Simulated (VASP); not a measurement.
A run of VASP 6.6.1 is set up as follows.

POSCAR

```
MgO
1.0
    2.5837245600      0.0000000000      0.0000000000
    0.0000000000      2.5837245600      0.0000000000
    0.0000000000      0.0000000000      2.5837245600
Mg O
1 1
Direct
    0.0000000000      0.0000000000      0.0000000000
    0.5000000000      0.5000000000      0.5000000000
```

File INCAR.step1:

```
PREC = Accurate
ENCUT = 600
ISMEAR = 0
SIGMA = 0.02
LREAL = False
LASPH = True
NELM = 60
GGA = PE
ALGO = Normal
EDIFF = 1E-4
LWAVE = True
LCHARG = False
```

INCAR.step2

```
PREC = Accurate
ENCUT = 600
EDIFF = 1E-7
ISMEAR = 0
SIGMA = 0.02
LREAL = False
LASPH = True
NELM = 60
ALGO = Normal
ISIF = 3
LWAVE = False
LCHARG = False
METAGGA = R2SCAN
LMIXTAU = True
IBRION = 2
NSW = 100
EDIFFG = -0.005
ISTART = 1
```

File KPOINTS:

```
Automatic mesh
0
Gamma
  10 10 10
```

Potentials or basis: VASP PAW PBE potentials, release 64 (Mg, O).

Launch:

```bash
$ cat potpaw_PBE.64/Mg/POTCAR potpaw_PBE.64/O/POTCAR > POTCAR
$ cp INCAR.step1 INCAR
$ mpirun -np 1 vasp_std > vasp.out
$ cp INCAR.step2 INCAR
$ mpirun -np 1 vasp_std > vasp.out
```

Problem. What does it give for the band gap on the k mesh?

Solution. 3.53 eV, indirect (least direct gap 4.60 eV).

Problem. What does it give for the relaxed cell?

Solution. a = 2.616 Å, b = 2.616 Å, c = 2.616 Å, α = 90.00°, β = 90.00°, γ = 90.00°.

Problem. Estimate the relaxed volume.

Solution. 8.95 Å³/atom.

Final structure:
```cif
data_structure
_symmetry_space_group_name_H-M 'P 1'
_symmetry_Int_Tables_number 1
_cell_length_a 2.6159
_cell_length_b 2.6159
_cell_length_c 2.6159
_cell_angle_alpha 90.000
_cell_angle_beta 90.000
_cell_angle_gamma 90.000
_cell_volume 17.90
loop_
_atom_site_label
_atom_site_type_symbol
_atom_site_fract_x
_atom_site_fract_y
_atom_site_fract_z
_atom_site_occupancy
Mg1 Mg 0.00000 0.00000 0.00000 1
O1 O 0.50000 0.50000 0.50000 1
```

Caveat: the PAW data sets were made with another functional, which shifts forces and pressure a little. r2SCAN opens gaps a little over a GGA but as a rule still falls short of measured ones.
